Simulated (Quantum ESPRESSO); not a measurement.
# blue phosphorene, 1 layer, rectangular cell, stepped through strain along the first axis, part 2 of 5

Wanted: a table for blue phosphorene, 1 layer, rectangular cell against strain along the first axis, and what can be fitted to it.

Quantum ESPRESSO 7.5; plane-wave DFT, PBE, GBRV ultrasoft pseudopotentials.

So far. Step 2 (Variable-cell relaxation of the reference):  The last row is no step: it is a fresh SCF in the final cell with a new plane-wave basis, +0 meV from the row before.

## (3) Relaxing the ions, -4 %

m0.relax.in

```
&control
  prefix = 'm0.relax'
  outdir = './out'
  pseudo_dir = './pseudo'
  nstep = 40
  forc_conv_thr = 0.0003
  calculation = 'relax'
  tstress = .true.
/
&system
  ibrav = 0
  nat = 4
  ntyp = 1
  ecutwfc = 50
  ecutrho = 250
  occupations = 'smearing'
  smearing = 'fd'
  degauss = 0.002
/
&electrons
  conv_thr = 1e-09
  mixing_beta = 0.4
  electron_maxstep = 120
  mixing_mode = 'plain'
/
&ions
/
ATOMIC_SPECIES
  P   30.9738  p_pbe_v1.5.uspp.F.UPF
CELL_PARAMETERS angstrom
  3.14905100160000 0.00000000000000 0.00000000000000
  0.00000000000000 5.68139601400000 0.00000000000000
  0.00000000000000 0.00000000000000 16.24000000000000
ATOMIC_POSITIONS crystal
  P   0.500000000000 0.166667239300 0.461788448400
  P   0.000000000100 0.666667061700 0.461788436900
  P   0.999999999900 0.333332938300 0.538211563100
  P   0.500000000000 0.833332760600 0.538211551600
K_POINTS automatic
  10 6 1 0 0 0
```

Launch:

```sh
> OMP_NUM_THREADS=1 mpirun -n 4 pw.x -nk 4 -in m0.relax.in > m0.relax.out
```

What it wrote:

```text
[banner, memory and clock lines left out]
Program PWSCF v.7.5 starts
[citation notice left out]

[...]
Message from routine setup:
[...]
bravais-lattice index     =            0
     lattice parameter (alat)  =       5.9508  a.u.
     unit-cell volume          =    1960.7281 (a.u.)^3
     number of atoms/cell      =            4
     number of atomic types    =            1
     number of electrons       =        20.00
     number of Kohn-Sham states=           14
     kinetic-energy cutoff     =      50.0000  Ry
     charge density cutoff     =     250.0000  Ry
     scf convergence threshold =      1.0E-09
     mixing beta               =       0.4000
     number of iterations used =            8  plain     mixing
     energy convergence thresh.=      1.0E-04
     force convergence thresh. =      3.0E-04
     Exchange-correlation=  SLA  PW   PBX  PBC
                           (   1   4   3   4   0   0   0)
     nstep                     =           40

[...]
PseudoPot. # 1 for P  read from file:
     ./pseudo/p_pbe_v1.5.uspp.F.UPF
     Pseudo is Ultrasoft + core correction, Zval =  5.0
     Generated by new atomic code, or converted to UPF format
     Using radial grid of  903 points,  6 beta functions with:
                l(1) =   0
                l(2) =   0
                l(3) =   1
                l(4) =   1
                l(5) =   2
                l(6) =   2
     Q(r) pseudized with  8 coefficients,  rinner =    1.300   1.300   1.300
                                                       1.300   1.300

     atomic species   valence    mass     pseudopotential
     P                 5.00    30.97380     P ( 1.00)

      4 Sym. Ops., with inversion, found

[...]
number of k points=    24  Fermi-Dirac smearing, width (Ry)=  0.0020
[...]
Dense  grid:   130721 G-vectors     FFT dimensions: (  30,  60, 160)

     Smooth grid:    93729 G-vectors     FFT dimensions: (  27,  50, 144)

     Initial potential from superposition of free atoms

     starting charge      19.9994, renormalised to      20.0000

     negative rho (up, down):  8.189E-05 0.000E+00
     Starting wfcs are   16 randomized atomic wfcs

     per-process dynamical memory:    90.9 Mb

     Self-consistent Calculation

     iteration #  1     ecut=    50.00 Ry     beta= 0.40
     Davidson diagonalization with overlap
     ethr =  1.00E-02,  avg # of iterations =  2.7

     Threshold (ethr) on eigenvalues was too large:
     Diagonalizing with lowered threshold

     Davidson diagonalization with overlap
     ethr =  3.21E-04,  avg # of iterations =  3.9

     negative rho (up, down):  9.164E-06 0.000E+00

     total energy              =     -62.05909062 Ry
     estimated scf accuracy    <       0.06697369 Ry

     iteration #  2     ecut=    50.00 Ry     beta= 0.40
[...]
negative rho (up, down):  6.271E-05 0.000E+00

[...]
total energy              =     -62.05643208 Ry
     estimated scf accuracy    <       0.01881207 Ry

     iteration #  3     ecut=    50.00 Ry     beta= 0.40
[...]
negative rho (up, down):  8.279E-05 0.000E+00

[...]
total energy              =     -62.05799979 Ry
     estimated scf accuracy    <       0.00073146 Ry

     iteration #  4     ecut=    50.00 Ry     beta= 0.40
[...]
negative rho (up, down):  9.854E-05 0.000E+00

[...]
total energy              =     -62.05836546 Ry
     estimated scf accuracy    <       0.00014451 Ry

     iteration #  5     ecut=    50.00 Ry     beta= 0.40
[...]
negative rho (up, down):  1.073E-04 0.000E+00

[...]
total energy              =     -62.05844344 Ry
     estimated scf accuracy    <       0.00001398 Ry

     iteration #  6     ecut=    50.00 Ry     beta= 0.40
[...]
negative rho (up, down):  1.141E-04 0.000E+00

[...]
total energy              =     -62.05845896 Ry
     estimated scf accuracy    <       0.00000179 Ry

     iteration #  7     ecut=    50.00 Ry     beta= 0.40
[...]
negative rho (up, down):  1.180E-04 0.000E+00

[...]
total energy              =     -62.05845995 Ry
     estimated scf accuracy    <       0.00000019 Ry

     iteration #  8     ecut=    50.00 Ry     beta= 0.40
[...]
negative rho (up, down):  1.205E-04 0.000E+00

[...]
total energy              =     -62.05846008 Ry
     estimated scf accuracy    <       0.00000003 Ry

     iteration #  9     ecut=    50.00 Ry     beta= 0.40
[...]
negative rho (up, down):  1.219E-04 0.000E+00

[...]
total energy              =     -62.05846009 Ry
     estimated scf accuracy    <          4.0E-09 Ry

     iteration # 10     ecut=    50.00 Ry     beta= 0.40
[...]
negative rho (up, down):  1.243E-04 0.000E+00

[...]
End of self-consistent calculation

          k = 0.0000 0.0000 0.0000 ( 11713 PWs)   bands (ev):

   -17.4039 -14.3488 -12.0156  -9.5134  -6.2312  -4.7910  -4.4341  -3.5185
    -3.0227  -2.7085  -0.4636   0.4893   0.6471   1.4847

          k = 0.0000 0.0924 0.0000 ( 11710 PWs)   bands (ev):

   -17.2920 -14.8505 -11.3470  -9.4330  -6.6474  -4.6982  -4.0225  -3.9636
    -3.4100  -2.9434  -0.5683   0.6195   0.8738   1.7912

[...]
the Fermi energy is    -1.7625 ev

!    total energy              =     -62.05846008 Ry
     estimated scf accuracy    <          1.6E-10 Ry
     smearing contrib. (-TS)   =      -0.00000000 Ry
     internal energy E=F+TS    =     -62.05846008 Ry

     The total energy is F=E-TS. E is the sum of the following terms:
     one-electron contribution =    -256.36035535 Ry
     hartree contribution      =     131.36160693 Ry
     xc contribution           =     -23.63407757 Ry
     ewald contribution        =      86.57436591 Ry

     convergence has been achieved in  10 iterations

     negative rho (up, down):  1.243E-04 0.000E+00

     Forces acting on atoms (cartesian axes, Ry/au):

     atom    1 type  1   force =     0.00000000   -0.00569225   -0.01012643
     atom    2 type  1   force =     0.00000000   -0.00569216   -0.01012651
     atom    3 type  1   force =     0.00000000    0.00569216    0.01012651
     atom    4 type  1   force =     0.00000000    0.00569225    0.01012643

     Total force =     0.023233     Total SCF correction =     0.000018

     Computing stress (Cartesian axis) and pressure

     negative rho (up, down):  1.243E-04 0.000E+00
          total   stress  (Ry/bohr**3)                   (kbar)     P=       10.07
   0.00016302   0.00000000   0.00000000           23.98        0.00        0.00
   0.00000000   0.00001812   0.00001362            0.00        2.67        2.00
   0.00000000   0.00001362   0.00002420            0.00        2.00        3.56

     BFGS Geometry Optimization
     Energy error            =      5.4E-04 Ry
     Gradient error          =      1.0E-02 Ry/Bohr

     number of scf cycles    =   1
     number of bfgs steps    =   0

     energy             new  =     -62.0584600806 Ry

     new trust radius        =       0.0116166611 bohr
     new conv_thr            =       0.0000000010 Ry

ATOMIC_POSITIONS (crystal)
P                0.5000000000        0.1661370515        0.4614584806
P                0.0000000001        0.6661368822        0.4614584666
P                0.9999999999        0.3338631178        0.5385415334
P                0.5000000000        0.8338629484        0.5385415194

[...]
NEW-OLD atomic charge density approx. for the potential

     negative rho (up, down):  1.243E-04 0.000E+00

     per-process dynamical memory:    97.9 Mb

[...]
!    total energy              =     -62.05881785 Ry
[...]
Total force =     0.007974     Total SCF correction =     0.000037
[...]
number of bfgs steps    =   1
[...]
energy             new  =     -62.0588178486 Ry
[...]
new trust radius        =       0.0061881993 bohr
[...]
!    total energy              =     -62.05887141 Ry
[...]
Total force =     0.001969     Total SCF correction =     0.000006
[...]
number of bfgs steps    =   2
[...]
energy             new  =     -62.0588714064 Ry
[...]
new trust radius        =       0.0012641578 bohr
[...]
!    total energy              =     -62.05887473 Ry
[...]
Total force =     0.001013     Total SCF correction =     0.000002
[...]
number of bfgs steps    =   3
[...]
energy             new  =     -62.0588747307 Ry
[...]
new trust radius        =       0.0009808541 bohr
[...]
Self-consistent Calculation

     iteration #  1     ecut=    50.00 Ry     beta= 0.40
     Davidson diagonalization with overlap
     ethr =  1.00E-06,  avg # of iterations =  2.0

     Threshold (ethr) on eigenvalues was too large:
     Diagonalizing with lowered threshold

     Davidson diagonalization with overlap
     ethr =  7.92E-10,  avg # of iterations =  6.0

     negative rho (up, down):  1.240E-04 0.000E+00

     total energy              =     -62.05887570 Ry
     estimated scf accuracy    <       0.00000011 Ry

[...]
iteration #  6     ecut=    50.00 Ry     beta= 0.40
[...]
negative rho (up, down):  1.240E-04 0.000E+00

[...]
End of self-consistent calculation

          k = 0.0000 0.0000 0.0000 ( 11713 PWs)   bands (ev):

   -17.3140 -14.2195 -12.0026  -9.5287  -6.2038  -4.6642  -4.4714  -3.5377
    -2.9848  -2.5440  -0.3778   0.4890   0.7743   1.4796

          k = 0.0000 0.0924 0.0000 ( 11710 PWs)   bands (ev):

   -17.2017 -14.7391 -11.3191  -9.4486  -6.6268  -4.5705  -3.9913  -3.9581
    -3.4445  -2.7871  -0.5117   0.6496   0.9734   1.7890

[...]
the Fermi energy is    -1.7471 ev

!    total energy              =     -62.05887571 Ry
     estimated scf accuracy    <          9.8E-13 Ry
     smearing contrib. (-TS)   =      -0.00000000 Ry
     internal energy E=F+TS    =     -62.05887571 Ry

     The total energy is F=E-TS. E is the sum of the following terms:
     one-electron contribution =    -255.68197326 Ry
     hartree contribution      =     131.04886837 Ry
     xc contribution           =     -23.61457437 Ry
     ewald contribution        =      86.18880354 Ry

     convergence has been achieved in   6 iterations

     negative rho (up, down):  1.240E-04 0.000E+00

     Forces acting on atoms (cartesian axes, Ry/au):

     atom    1 type  1   force =     0.00000000    0.00000642    0.00004870
     atom    2 type  1   force =     0.00000000    0.00000653    0.00004872
     atom    3 type  1   force =     0.00000000   -0.00000653   -0.00004872
     atom    4 type  1   force =     0.00000000   -0.00000642   -0.00004870

     Total force =     0.000098     Total SCF correction =     0.000001

     Computing stress (Cartesian axis) and pressure

     negative rho (up, down):  1.240E-04 0.000E+00
          total   stress  (Ry/bohr**3)                   (kbar)     P=        8.08
   0.00015175   0.00000000   0.00000000           22.32        0.00        0.00
   0.00000000   0.00001322   0.00000000            0.00        1.95        0.00
   0.00000000   0.00000000  -0.00000015            0.00        0.00       -0.02

     Energy error            =      9.8E-07 Ry
     Gradient error          =      4.9E-05 Ry/Bohr

     bfgs converged in   5 scf cycles and   4 bfgs steps
     (criteria: energy <  1.0E-04 Ry, force <  3.0E-04 Ry/Bohr)

     End of BFGS Geometry Optimization

     Final energy             =     -62.0588757131 Ry

     File ./out/m0.relax.bfgs deleted, as requested
Begin final coordinates

ATOMIC_POSITIONS (crystal)
P                0.5000000000        0.1655247917        0.4613378703
P                0.0000000001        0.6655247073        0.4613378326
P                0.9999999999        0.3344752927        0.5386621674
P                0.5000000000        0.8344752082        0.5386621297
End final coordinates

[...]
```

The job ended after 1.9 min (4 MPI ranks of Arm Neoverse V1, shared host; peak memory 0.89 GiB).

Step by step:

```
step  energy less that of the first step (eV)  largest force (eV/Å)
   1                                   0.0000                0.2987
   2                                  -0.0049                0.1025
   3                                  -0.0056                0.0253
   4                                  -0.0056                0.0130
   5                                  -0.0057                0.0013
```

Final coordinates:

```cif
data_structure
_symmetry_space_group_name_H-M 'P 1'
_symmetry_Int_Tables_number 1
_cell_length_a 3.1491
_cell_length_b 5.6814
_cell_length_c 16.2400
_cell_angle_alpha 90.000
_cell_angle_beta 90.000
_cell_angle_gamma 90.000
_cell_volume 290.55
loop_
_atom_site_label
_atom_site_type_symbol
_atom_site_fract_x
_atom_site_fract_y
_atom_site_fract_z
_atom_site_occupancy
P1 P 0.50000 0.16552 0.46134 1
P2 P 0.00000 0.66552 0.46134 1
P3 P 0.00000 0.33448 0.53866 1
P4 P 0.50000 0.83448 0.53866 1
```

The relaxation lowers the energy by 1 meV an atom.

Read from the output:

- free energy: -844.3540 eV
- Fermi energy: -1.747 eV

## (4) Ground state, -4 %

The self-consistent run of this member.

m0.scf.in

```
&control
  prefix = 'm0.scf'
  outdir = './out'
  pseudo_dir = './pseudo'
  calculation = 'scf'
  tprnfor = .true.
/
&system
  ibrav = 0
  nat = 4
  ntyp = 1
  ecutwfc = 40
  ecutrho = 200
  occupations = 'smearing'
  smearing = 'fd'
  degauss = 0.002
  nbnd = 14
/
&electrons
  conv_thr = 1e-09
  mixing_beta = 0.4
  electron_maxstep = 120
  mixing_mode = 'plain'
/
ATOMIC_SPECIES
  P   30.9738  p_pbe_v1.5.uspp.F.UPF
CELL_PARAMETERS angstrom
  3.14905100160000 0.00000000000000 0.00000000000000
  0.00000000000000 5.68139601400000 0.00000000000000
  0.00000000000000 0.00000000000000 16.24000000000000
ATOMIC_POSITIONS crystal
  P   0.500000000000 0.165524791700 0.461337870300
  P   0.000000000100 0.665524707300 0.461337832600
  P   0.999999999900 0.334475292700 0.538662167400
  P   0.500000000000 0.834475208200 0.538662129700
K_POINTS automatic
  10 6 1 0 0 0
```

Launch:

```sh
> OMP_NUM_THREADS=1 mpirun -n 4 pw.x -nk 4 -in m0.scf.in > m0.scf.out
```

What it wrote:

```text
[banner, memory and clock lines left out]
Program PWSCF v.7.5 starts
[citation notice left out]

[...]
Message from routine setup:
[...]
bravais-lattice index     =            0
     lattice parameter (alat)  =       5.9508  a.u.
     unit-cell volume          =    1960.7281 (a.u.)^3
     number of atoms/cell      =            4
     number of atomic types    =            1
     number of electrons       =        20.00
     number of Kohn-Sham states=           14
     kinetic-energy cutoff     =      40.0000  Ry
     charge density cutoff     =     200.0000  Ry
     scf convergence threshold =      1.0E-09
     mixing beta               =       0.4000
     number of iterations used =            8  plain     mixing
     Exchange-correlation=  SLA  PW   PBX  PBC
                           (   1   4   3   4   0   0   0)

[...]
PseudoPot. # 1 for P  read from file:
     ./pseudo/p_pbe_v1.5.uspp.F.UPF
     Pseudo is Ultrasoft + core correction, Zval =  5.0
     Generated by new atomic code, or converted to UPF format
     Using radial grid of  903 points,  6 beta functions with:
                l(1) =   0
                l(2) =   0
                l(3) =   1
                l(4) =   1
                l(5) =   2
                l(6) =   2
     Q(r) pseudized with  8 coefficients,  rinner =    1.300   1.300   1.300
                                                       1.300   1.300

     atomic species   valence    mass     pseudopotential
     P                 5.00    30.97380     P ( 1.00)

      4 Sym. Ops., with inversion, found

[...]
number of k points=    24  Fermi-Dirac smearing, width (Ry)=  0.0020
[...]
Dense  grid:    93729 G-vectors     FFT dimensions: (  27,  50, 144)

     Smooth grid:    66951 G-vectors     FFT dimensions: (  24,  45, 125)

     Initial potential from superposition of free atoms

     starting charge      19.9994, renormalised to      20.0000

     negative rho (up, down):  1.155E-04 0.000E+00
     Starting wfcs are   16 randomized atomic wfcs

     per-process dynamical memory:    66.0 Mb

     Self-consistent Calculation

     iteration #  1     ecut=    40.00 Ry     beta= 0.40
     Davidson diagonalization with overlap
     ethr =  1.00E-02,  avg # of iterations =  2.6

     Threshold (ethr) on eigenvalues was too large:
     Diagonalizing with lowered threshold

     Davidson diagonalization with overlap
     ethr =  3.14E-04,  avg # of iterations =  3.4

     negative rho (up, down):  1.852E-04 0.000E+00

     total energy              =     -62.05929243 Ry
     estimated scf accuracy    <       0.06592536 Ry

     iteration #  2     ecut=    40.00 Ry     beta= 0.40
[...]
negative rho (up, down):  2.508E-04 0.000E+00

[...]
total energy              =     -62.05675602 Ry
     estimated scf accuracy    <       0.01842459 Ry

     iteration #  3     ecut=    40.00 Ry     beta= 0.40
[...]
negative rho (up, down):  2.652E-04 0.000E+00

[...]
total energy              =     -62.05831217 Ry
     estimated scf accuracy    <       0.00078447 Ry

     iteration #  4     ecut=    40.00 Ry     beta= 0.40
[...]
negative rho (up, down):  2.772E-04 0.000E+00

[...]
total energy              =     -62.05866704 Ry
     estimated scf accuracy    <       0.00017299 Ry

     iteration #  5     ecut=    40.00 Ry     beta= 0.40
[...]
negative rho (up, down):  2.815E-04 0.000E+00

[...]
total energy              =     -62.05876494 Ry
     estimated scf accuracy    <       0.00001393 Ry

     iteration #  6     ecut=    40.00 Ry     beta= 0.40
[...]
negative rho (up, down):  2.866E-04 0.000E+00

[...]
total energy              =     -62.05878122 Ry
     estimated scf accuracy    <       0.00000210 Ry

     iteration #  7     ecut=    40.00 Ry     beta= 0.40
[...]
negative rho (up, down):  2.894E-04 0.000E+00

[...]
total energy              =     -62.05878195 Ry
     estimated scf accuracy    <       0.00000028 Ry

     iteration #  8     ecut=    40.00 Ry     beta= 0.40
[...]
negative rho (up, down):  2.912E-04 0.000E+00

[...]
total energy              =     -62.05878218 Ry
     estimated scf accuracy    <       0.00000004 Ry

     iteration #  9     ecut=    40.00 Ry     beta= 0.40
[...]
negative rho (up, down):  2.922E-04 0.000E+00

[...]
total energy              =     -62.05878219 Ry
     estimated scf accuracy    <          5.7E-09 Ry

     iteration # 10     ecut=    40.00 Ry     beta= 0.40
[...]
negative rho (up, down):  2.941E-04 0.000E+00

[...]
End of self-consistent calculation

          k = 0.0000 0.0000 0.0000 (  8323 PWs)   bands (ev):

   -17.3141 -14.2196 -12.0027  -9.5287  -6.2038  -4.6642  -4.4714  -3.5378
    -2.9848  -2.5440  -0.3778   0.4890   0.7742   1.4796

          k = 0.0000 0.0924 0.0000 (  8325 PWs)   bands (ev):

   -17.2018 -14.7392 -11.3192  -9.4486  -6.6269  -4.5706  -3.9914  -3.9581
    -3.4446  -2.7872  -0.5118   0.6496   0.9734   1.7890

[...]
the Fermi energy is    -1.7472 ev

!    total energy              =     -62.05878221 Ry
     estimated scf accuracy    <          2.3E-10 Ry
     smearing contrib. (-TS)   =      -0.00000000 Ry
     internal energy E=F+TS    =     -62.05878221 Ry

     The total energy is F=E-TS. E is the sum of the following terms:
     one-electron contribution =    -255.68149326 Ry
     hartree contribution      =     131.04857853 Ry
     xc contribution           =     -23.61467100 Ry
     ewald contribution        =      86.18880353 Ry

     convergence has been achieved in  10 iterations

     negative rho (up, down):  2.941E-04 0.000E+00

     Forces acting on atoms (cartesian axes, Ry/au):

     atom    1 type  1   force =     0.00000000   -0.00000142    0.00004495
     atom    2 type  1   force =     0.00000000   -0.00000337    0.00004539
     atom    3 type  1   force =     0.00000000    0.00000337   -0.00004539
     atom    4 type  1   force =     0.00000000    0.00000142   -0.00004495

     Total force =     0.000090     Total SCF correction =     0.000014
     SCF correction compared to forces is large: reduce conv_thr to get better values

[...]
```

It took 21 s on 4 MPI ranks; peak memory 0.6 GiB.

Read from the output:

```
free energy                          : -844.3527 eV
valence top, on the run's zero       : -2.544 eV
conduction bottom, on the run's zero : -0.9800 eV
gap by band count                    : 1.564 eV
```

[end of part 2 of 5]

[Logs are printed without paths, hosts, clocks, repeated set-up lines and the standing remarks that a program may print on its own settings, such as how far it seeks lower states.]

[Hosts, paths, dates, database ids (printed as entryN), source tags and the programs' standing remarks are cut or masked in the printed files.]

[Maps of the electrostatic potential energy from Ansatz leave out the sawtooth potential of an applied field or a dipole correction, so their vacuum need not be flat; planar profiles and work functions include it.]
